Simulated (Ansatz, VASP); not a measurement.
# Cross-check of Ga16N15 (V_N) between VASP and Ansatz

One calculation is typed for both programs; each brings its own data sets. How far apart do they land? Of the first pair: The cell is taken from a series of runs on this material, whose earlier steps may have relaxed, scaled, displaced or heated it; both programs get it as it stands.

Calculated with Ansatz 0.2.0; plane waves, with VASP 6.6.1 beside it; single point at r2SCAN.

### 1. The structure

The cell holds 31 atoms: 16 Ga and 15 N. Cell: a = 6.367 Å, b = 6.367 Å, c = 10.368 Å, α = 90.0°, β = 90.0°, γ = 120.0°. It derives from GaN (GaN (P6_3mc)). Nearest the centre at fractional (0.333, 0.667, 0.438): Ga14 at 1.69 Å, Ga5 at 1.85 Å, Ga2 at 1.88 Å, Ga6 at 1.91 Å, N31 at 3.05 Å, N21 at 3.09 Å, N18 at 3.10 Å, N28 at 3.14 Å. The cell carries charge −1.

Structure file:

```xyz
31
Lattice="6.3665 0.0000 0.0000 -3.1833 5.5136 0.0000 0.0000 0.0000 10.3677" Properties=species:S:1:pos:R:3 pbc="T T T"
Ga    1.6091    0.9337    2.6429
Ga   -0.1653    1.9445    5.2484
Ga    1.5561    0.9052    7.8036
Ga    0.0119    1.8621    0.0240
Ga    0.2228    3.7991    2.7107
Ga   -1.5975    4.4264    5.2625
Ga   -0.0437    3.6541    7.7699
Ga   -1.5579    4.5936    0.0294
Ga    4.8325    0.9859    2.5821
Ga    3.1081    1.8048    5.1658
Ga    4.7254    0.8758    7.7400
Ga    3.1907    1.8456    0.0073
Ga    3.2607    3.7049    2.5880
Ga    1.4200    4.5108    4.9292
Ga    3.1153    3.6642    7.7448
Ga    1.6381    4.6252   10.3268
N     1.5008    0.8756    4.5971
N     0.0606    1.9253    1.9836
N     1.5994    0.9232    9.7642
N    -0.0357    1.7952    7.2101
N    -1.4789    4.6044    1.9934
N     0.0317    3.6929    9.7294
N    -1.6493    4.5921    7.2158
N     4.7126    0.9128    4.5249
N     3.2088    1.8617    1.9537
N     4.7782    0.9468    9.6998
N     3.1371    1.8184    7.1295
N     3.1366    3.6432    4.5306
N     1.7710    4.7093    1.8474
N     3.2102    3.6731    9.7058
N     1.5162    4.5569    7.0398
```

### 2. Ansatz: single point, r2SCAN, pair 1

Ansatz runs on its PAW soft_1 files.

With cell and atoms fixed, the geometry can't cause a difference; cores, projectors, grids and the points listed under the comparison can.

The input, input.yaml:

```yaml
crystal:
  checkpoint: "../qm1.relax.run"
  host: checkpoint
total_charge: -1
basis:
  ecutwfc: 500
  xc_grid: 2
hamiltonian:
  xc: r2scan
  pseudopotentials: { kind: paw, azcp: { folder: soft_1 } }
kpoints:
  mp_grid: { grid: [2, 2, 2], shift: [0.5, 0.5, 0.5] }
scf:
  occupations: { method: fermi_dirac, width: 0.01 }
  max_iter: 60
output:
  forces: true
  eigenvalues: true
  charged_corrections:
    epsilon: [5.83, 5.83, 6.02]
    static_epsilon: [10.1, 10.1, 11.19]
    defect_position: [0.333333, 0.666667, 0.437947]
  eigenstates: { localisation: true }
  populations: true
  band_densities: [{ bands: [v1, v1] }, { bands: [c1, c1] }]
  write_density: true
  write_potential: true
  volumetric_format: npy
  elf: true
checkpoint:
  read: "../qm1.relax.run"
  write: "../qm1.point.run"
  compress: false
  write_wavefunctions: false
  write_every: 100000
```

The run is started by

```sh
> ansatz run input.yaml --threads 4 --pin off --max-ram 7536MiB --backend cpu --events-out ev --progress --plain --runs-dir out
```

Numbers of over 12 decimals in the logs are rounded to 6 here.

The log of the run:

```text
crystal.checkpoint: the structure is that of <dir>, a `relax` run, at its step 11: its result, under r2scan at a charge of -1 e; 31 atoms read, 0 with a starting moment; crystal.structure_sha256 for this input is
Engine: ansatz 0.2.0, x86_64-unknown-linux-gnu
Pseudopotentials: kind: paw
Pseudopotential: Ga, paw, valence charge 13, recommended cutoff 500 eV (meta_gga), soft_1/Ga.paw.azcp
Pseudopotential: N, paw, valence charge 5, recommended cutoff 500 eV (meta_gga), soft_1/N.paw.azcp
Functional definition: r2SCAN
  parameter k0 = 0.174
  parameter k1 = 0.065
  parameter a1 = 4.9479
  exchange = r2scan_x(k0 = k0, k1 = k1, a1 = a1)
  correlation = r2scan_c
Crystal: 31 atoms, lattice volume = 363.931 Å³
Basis set: ecut = 500 eV, 9211 PW (Γ), exchange–correlation on 96×96×160 points (8 copies of the dense FFT grid, shifted against one another)
Bands: 173, of which v1, the nominal top of the filled ones, is band 142 counted from 1 (141 counted from 0)
Symmetry: 1 space group operations
Space group: P1 (ITA 1), of the structure as read, at distance tolerance 7.1e-5 Å
k-points: 4 of 8 (time reversal used)
Non-local potential: Ga, projectors of the file, l = 0: 2, l = 1: 2, l = 2: 3, l = 3: 1
Non-local potential: N, projectors of the file, l = 0: 2, l = 1: 2, l = 2: 1
PAW form: soft (Blöchl's): semilocal exchange-correlation on the pseudo side does not see the compensation charge
PAW frozen core: Ga, regenerated for the run's functional (the file was generated under x = pbe(κ = 0.804, μ = 0.219515), c = pbe(β = 0.066725))
PAW frozen core: N, regenerated for the run's functional (the file was generated under x = pbe(κ = 0.804, μ = 0.219515), c = pbe(β = 0.066725))
PAW one-centre angular grid: Ga, 590 points (default); XC on 160 Gauss nodes
PAW one-centre angular grid: N, 302 points (default); XC on 160 Gauss nodes
Initial density: read from a saved state, or passed on in memory by an earlier SCF of this step, an earlier step, the calling program or the single point that the run made first
Initial wavefunctions: those read from a saved state, or passed on in memory by an earlier step or the calling program
Functional: x = r2scan, c = r2scan; τ floored in thin density (d = 2e-4 eV/Å³)
iter 1 solved again at ethr=5.14e-12 eV; its pass at ethr=3.10e-3 eV (dr2=1.46e-8 eV) is discarded
SCF iter   1: F=—  HF=-66421.545732 eV  |F-HF|=—  |Δ(HF+E_count)|=         —  Δρ=1.80e-6  dr2=1.46e-8  dr2_τ=1.96e-9  ethr=5.14e-12  ⟨swp⟩=1.0  Hψ=1920  notcnv=0
preconditioner: auto → Resta (q_TF=auto, 2.618 Å⁻¹)  ε∞=4.6  [insulator: Δε(μ)=0.694 eV  Ē_g=17.297 eV  σ=0.010 eV  W_gap=1.00  n_scr=110 (ndim 8)  ℏωp=32.8 eV  f_vac=0.007  D(μ)=0.00/eV (n_scr^D=0)  ε∞_Penn≈4.6]
SCF iter   2: F=-66421.545732 eV  HF=-66421.545732 eV  |F-HF|=1.94e-9  |Δ(HF+E_count)|=   2.85e-9  Δρ=1.18e-6  dr2=6.64e-9  dr2_τ=1.00e-10  ethr=5.14e-12  ⟨swp⟩=6.0  Hψ=3486  notcnv=0
SCF 1 converged in 2 iterations: F = -66421.545732 eV  dr2 = 6.64e-9
  greatest PAW one-centre occupation: 0.994 electrons in one spin orbital (limit 2), on the Ga atom at site 11 (counted from 0), in its partial waves of l = 2
SCF converged after 2 iterations
Free energy (F): -66421.545732 eV
Harris-Foulkes:  -66421.545732 eV  (|F-HF|=1.94e-9)
Internal energy: -66421.545732 eV  (E = F + TS)
E sigma→0 (E₀):  -66421.545732 eV
Fermi energy:    12.034932 eV
--- Per-component energies (eV) ---
  E_band       = -302.946911
  E_kinetic    = 3729.006524
  E_local      = -22700.471788  (includes V_loc(G=0)·N_el)
  E_nonlocal   = -890.718985
  E_hartree    = 14399.474126
  E_xc         = -1804.500847
  E_vxc        = -2171.343427  (∫ρ·V_xc dr)
  E_paw        = -34118.732267  (= ΣΔE_a)
  E_vpaw       = -7186.944137  (= ΣTr[D̂ρ^β])
  E_aug_tail   = 0.000410  (compensation charges beyond the density's cutoff)
  E_vtau       = 118.576141  (kinetic-family band-sum trace: ∫τ·v_τ [+ j·A + Jᵃ·Aᵃ] dr)
  E_ewald      = -25024.710386
  E_core_change = -10.892517  (= ΣΔE_core)
  E_smearing   = -0.000000  (= −TS)
  E_closure    = 0.000000  (closes the sum)
  E_deformation_potential = -17.792242  (in the stress; not in F)
  Σ components = -66421.545732   (vs F -66421.545732, Δ=0.00e0)
--- Forces (eV/Å), atoms counted from 1 ---
  atom   1  Ga     0.00074971     0.00071582     0.00442691
  atom   2  Ga     0.00772732     0.01307734     0.00183637
  atom   3  N     -0.00411446     0.00141502    -0.00914942
  atom   4  N     -0.00020614     0.00089151    -0.00165003
  atom   5  Ga    -0.00591344    -0.00444928    -0.00692048
  atom   6  Ga     0.00069834    -0.00442422    -0.00151721
  atom   7  N     -0.00380690     0.00031345     0.00442706
  atom   8  N     -0.00050712     0.00288712     0.00416802
  atom   9  Ga    -0.00482131    -0.00222279     0.00930071
  atom  10  Ga     0.01026754    -0.00592640    -0.00208149
  atom  11  N      0.00114566    -0.00296646    -0.00083369
[...]
atom  25  Ga    -0.00018245    -0.00028303    -0.00037891
  atom  26  N     -0.00856192     0.00186663     0.00006390
  atom  27  N     -0.00217875    -0.00427969    -0.00285140
  atom  28  Ga     0.00349609    -0.00041379     0.00034948
  atom  29  Ga     0.01179284     0.00214034     0.00014153
  atom  30  N     -0.00028015     0.00272392     0.00253250
  atom  31  N      0.00177543     0.00075118    -0.00389211
  max |Σ_I F_I| component: 1.47e-4 eV/Å
--- Charged-cell corrections in eV (Makov–Payne, q = -1.000 e, ε = [5.830, 5.830, 6.020] of the electrons, [10.100, 10.100, 11.190] with the ions) ---
  F (periodic)     = -66421.545732  (uncorrected; the corrections below are reported, never added to it)
  E_corr1          = +0.434374  (monopole, q²α_M/2ε̄L, of the cell on which ε is isotropic)
  F Makov-Payne    = n/a  (the rows are of the electrons' constant alone; ansatz place-levels tells what screens the charge)
  no potential alignment in this run, which stands beside a crystal: run the host's input off ansatz write-host-input, and read the two finished runs by ansatz place-levels (neither reads a slab, a wire or a sheet, whose cell leaves a vacuum)
--- Band table (eV) ---
  k-point 0: bands = [... 138 lower, 8.4585, 8.5803, 8.8359, 11.1205, 12.3819, 12.9145, 14.3141, 14.7126, ... 27 higher]
  k-point 1: bands = [... 138 lower, 8.4527, 8.5714, 8.8525, 11.0664, 12.4312, 12.9963, 14.1296, 14.6567, ... 27 higher]
  k-point 2: bands = [... 138 lower, 8.6153, 8.8234, 8.9261, 11.6881, 12.4353, 13.2310, 13.6375, 14.1152, ... 27 higher]
  k-point 3: bands = [... 138 lower, 8.6280, 8.7806, 8.9329, 11.5959, 12.6928, 13.1349, 13.5076, 14.0055, ... 27 higher]
--- Löwdin populations: 31 sites ---
  site symbol       q [e]
     0     Ga     12.1882
     1     Ga     12.4854
     2      N      5.7893
     3      N      5.8122
     4     Ga     12.1758
     5     Ga     12.1785
     6      N      5.8345
     7      N      5.8333
     8     Ga     12.5224
     9     Ga     12.4521
    10      N      5.8121
    11     Ga     12.1849
    12     Ga     12.1760
    13      N      5.8340
    14      N      5.8342
    15     Ga     12.1743
    16     Ga     12.1834
    17      N      5.8127
    18      N      5.8347
    19     Ga     12.1790
    20     Ga     12.1783
    21      N      5.8342
    22      N      5.8336
    23     Ga     12.1794
    24     Ga     12.4918
    25      N      5.8191
    26      N      5.8406
    27     Ga     12.1807
    28     Ga     12.1865
    29      N      5.8329
    30      N      5.8115
  spilling = 0.001812 (of n_electrons = 284.000000)
--- Band densities, each state counted as filled ---
  window                                       electrons  max residual (eV)  cut levels
  bands: [v1, v1]                               2.000000             1.5e-9           0
  bands: [c1, c1]                               2.000000             2.5e-5           0
```

### 3. VASP: single point, r2SCAN, pair 1

The same cell, functional, mesh and smearing now go to VASP, with its own data sets.

Lines of VASP's logs that name or quote its potential files are left out, and so is its time.

The input, INCAR:

```
SYSTEM = Ga16N15
PREC = Accurate
ENCUT = 580
EDIFF = 1E-06
NELM = 120
ISMEAR = -1
SIGMA = 0.01
LREAL = Auto
ALGO = Normal
METAGGA = R2SCAN
LASPH = .TRUE.
NELECT = 284
NBANDS = 164
LORBIT = 11
LWAVE = .FALSE.
LCHARG = .FALSE.
ISIF = 2
ISYM = 0
GGA_COMPAT = .FALSE.
EFERMI = MIDGAP
LMIXTAU = .TRUE.
KPAR = 4
```

The input, POSCAR:

```
Ga16N15
1.0
    6.3665450895      0.0000000000      0.0000000000
   -3.1832725448      5.5135897818      0.0000000000
    0.0000000000      0.0000000000     10.3676632292
Ga N
16 15
Direct
    0.3374166238      0.1693472476      0.2549170007
    0.1503698958      0.3526817494      0.5062253356
    0.3265055811      0.1641679369      0.7526870438
    0.1707245210      0.3377246480      0.0023161381
    0.3795216053      0.6890515253      0.2614531420
    0.1504950395      0.8028190151      0.5075874741
    0.3245037001      0.6627417633      0.7494400306
    0.1718706169      0.8331325390      0.0028402356
    0.8484512357      0.1788079042      0.2490548483
    0.6518636051      0.3273376121      0.4982566146
    0.8216457915      0.1588483955      0.7465508514
    0.6685383094      0.3347333991      0.0006999342
    0.8481421553      0.6719611611      0.2496255857
    0.6320998943      0.8181325280      0.4754389673
    0.8216092068      0.6645758835      0.7470102346
    0.6767389813      0.8388799187      0.9960540929
    0.3151371705      0.1588052298      0.4434075487
    0.1841228427      0.3491955857      0.1913281465
    0.3349403752      0.1674419244      0.9417921268
    0.1571952093      0.3255993622      0.6954437660
    0.1852540667      0.8350938351      0.1922712627
    0.3398703534      0.6697777392      0.9384415826
    0.1573720354      0.8328704675      0.6959866164
    0.8229850933      0.1655504313      0.4364395399
    0.6728421456      0.3376579527      0.1884410379
    0.8363699802      0.1717179724      0.9355848361
    0.6576486569      0.3298060996      0.6876653298
    0.8230555645      0.6607625229      0.4369929083
    0.7052330233      0.8541270533      0.1781861595
    0.8373280052      0.6661846480      0.9361652850
    0.6513850464      0.8264766269      0.6790130604
```

The input, KPOINTS:

```
Points of the shifted mesh
8
Reciprocal
 0.2500000000  0.2500000000  0.2500000000 1
 0.2500000000  0.2500000000  0.7500000000 1
 0.2500000000  0.7500000000  0.2500000000 1
 0.2500000000  0.7500000000  0.7500000000 1
 0.7500000000  0.2500000000  0.2500000000 1
 0.7500000000  0.2500000000  0.7500000000 1
 0.7500000000  0.7500000000  0.2500000000 1
 0.7500000000  0.7500000000  0.7500000000 1
```

The projector-augmented-wave data sets are Ga_d and N (PBE family, release 64).

The run is started by

```sh
> mpirun -np 4 vasp_std
```

The log of the run:

```text
[banner, memory and clock lines left out]
running    4 mpi-ranks, on    1 nodes
[...]
|                                                                             |
|               ----> ADVICE to this user running VASP <----                  |
|                                                                             |
|     You enforced a specific xc type in the INCAR file but a different       |
|     [... a line on the potential file left out ...]
|     I HOPE YOU KNOW WHAT YOU ARE DOING!                                     |
|                                                                             |

 LDA part: xc-table for (None), standard interpolation
 POSCAR, INCAR and KPOINTS ok, starting setup
[...]
entering main loop
       N       E                     dE             d eps       ncg     rms          rms(c)
DAV:   1     0.523152116693E+04    0.52315E+04   -0.11657E+05  2728   0.356E+03
DAV:   2     0.106323729129E+04   -0.41683E+04   -0.39650E+04  2624   0.104E+03
[...]
DAV:   5    -0.406228579171E+03   -0.21077E+02   -0.20895E+02  4208   0.443E+01BRMIX: very serious problems
 the old and the new charge density differ
 old charge density:   283.00000 new  284.00000
BRMIX: very serious problems
 the old and the new charge density differ
 old charge density:   283.00000 new  284.00000
BRMIX: very serious problems
 the old and the new charge density differ
 old charge density:   283.00000 new  284.00000
BRMIX: very serious problems
 the old and the new charge density differ
 old charge density:   283.00000 new  284.00000
    0.283E+01
DAV:   6    -0.353715247451E+03    0.52513E+02   -0.10829E+02  4272   0.567E+01    0.903E+00
DAV:   7    -0.332054655798E+03    0.21661E+02   -0.22765E+01  3000   0.187E+01    0.660E+00
DAV:   8    -0.346931305495E+03   -0.14877E+02   -0.91446E+00  2896   0.369E+01    0.296E+00
DAV:   9    -0.327257575713E+03    0.19674E+02   -0.53737E+00  2880   0.144E+01    0.286E+00
[...]
DAV:  30    -0.329894291126E+03   -0.22530E-04   -0.29219E-05  3648   0.162E-01    0.196E-02
DAV:  31    -0.329894278157E+03    0.12969E-04   -0.12842E-05  3584   0.101E-01    0.562E-03
DAV:  32    -0.329894277510E+03    0.64708E-06   -0.19557E-06  1568   0.201E-02
   1 F= -.32989428E+03 E0= -.32989428E+03  d E =-.458785E-15
```

From OUTCAR (step 3):

```text
  Total       12.2873798      9.2318827     15.3939597      4.1346349     -3.1402005     -5.6750755
  in kB       54.0942013     40.6426210     67.7706695     18.2023976    -13.8244802    -24.9840634
  external PRESSURE =      54.1691640 kB  Pullay stress =       0.0000000 kB

 POSITION                                       TOTAL-FORCE (eV/Angst)
 -----------------------------------------------------------------------------------
      1.60910      0.93371      2.64289         0.015196      0.008714      0.000515
     -0.16535      1.94454      5.24837         0.030026      0.066625     -0.018576
      1.55612      0.90515      7.80361        -0.002202      0.002382      0.000687
      0.01186      1.86208      0.02401        -0.015118      0.000302      0.004691
      0.22280      3.79915      2.71066        -0.008966     -0.002808      0.074067
     -1.59746      4.42641      5.26250         0.067815     -0.014858     -0.027623
     -0.04372      3.65409      7.76994         0.004444     -0.001751      0.000468
     -1.55787      4.59355      0.02945        -0.016029     -0.019233      0.002857
      4.83251      0.98587      2.58212         0.011061      0.014910     -0.010228
      3.10811      1.80481      5.16576        -0.009276      0.000320      0.007542
      4.72539      0.87582      7.73999        -0.012529      0.001927      0.003745
      3.19073      1.84558      0.00726         0.007076      0.007095     -0.002854
      3.26070      3.70492      2.58803        -0.000910      0.006615     -0.007272
      1.41995      4.51085      4.92919        -0.055446     -0.033466      0.006576
[...]
-----------------------------------------------------------------------------------
    total drift:                                0.024999      0.030667     -0.009079

  FREE ENERGIE OF THE ION-ELECTRON SYSTEM (eV)
  ---------------------------------------------------
  free  energy   TOTEN  =      -329.8942775098 eV

  energy  without entropy=     -329.8942775098  energy(sigma->0) =     -329.89427751

[... 3 further parts left out ...]
[key lines of the parts left out:]
E-fermi :   7.7129
```

The cell is charged against a uniform background.

The run ends at a pressure of 5.42 GPa, with forces up to 0.075 eV/Å.

### 4. Differences

Known differences besides the potentials themselves: VASP keeps PBE cores, Ansatz makes them for the functional; the cutoff is 500 eV in Ansatz and 580 eV in VASP (PREC = Accurate, projectors in real space). Total energies have different zeros and are not compared.

The two programs side by side:

```tsv
quantity	Ansatz	VASP	difference
gap on the k mesh (eV)	0.694	0.686	+0.008
```

At this near-relaxed geometry the largest component of a force difference is 65 meV/Å. A gap on the mesh is an upper bound, since the band edges may lie between its points. The cell carries a charge of -1 e against a uniform background, so its pressure also hangs on how the neutralising background is counted, and in a defect's cell a gap may be the spacing between its levels.

[end of part 1 of 2]

[Lines on the potential files, build, host, timing and source positions are cut from VASP's logs without a mark.]

[Logs are printed without paths, hosts, clocks, repeated set-up lines and the standing remarks that a program may print on its own settings, such as how far it seeks lower states.]

[Hosts, paths, dates, database ids (printed as entryN), source tags and the programs' standing remarks are cut or masked in the printed files.]
